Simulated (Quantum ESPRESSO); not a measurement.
Tc:

```
CELL_PARAMETERS angstrom
2.74000 0.00000 0.00000
-1.37000 2.37291 0.00000
0.00000 0.00000 4.39800
ATOMIC_POSITIONS crystal
Tc 0.66667 0.33333 0.75000
Tc 0.33333 0.66667 0.25000
```

Base run:

* Program: Quantum ESPRESSO 7.5
* Functional: PBE
* Potentials or basis: PseudoDojo 0.4 FR PBE standard
* Cutoff: 1143 eV
* Density cutoff: 4572 eV
* k mesh: 11 × 11 × 6
* Occupations: fermi-dirac, width 0.05 eV
* Spin: spin-orbit coupling, no magnetisation

Its results: band gap on the k mesh none (metal or under the smearing width); pressure 3.8 GPa.

Q: The run is repeated on the same cell with these changes: potentials or basis from PseudoDojo 0.4 FR PBE standard to PseudoDojo 0.4.1 SR PBE standard; spin from spin-orbit coupling, no magnetisation to no spin polarisation. What comes out?

A: Band gap on the k mesh none (metal or under the smearing width); pressure 3.3 GPa.
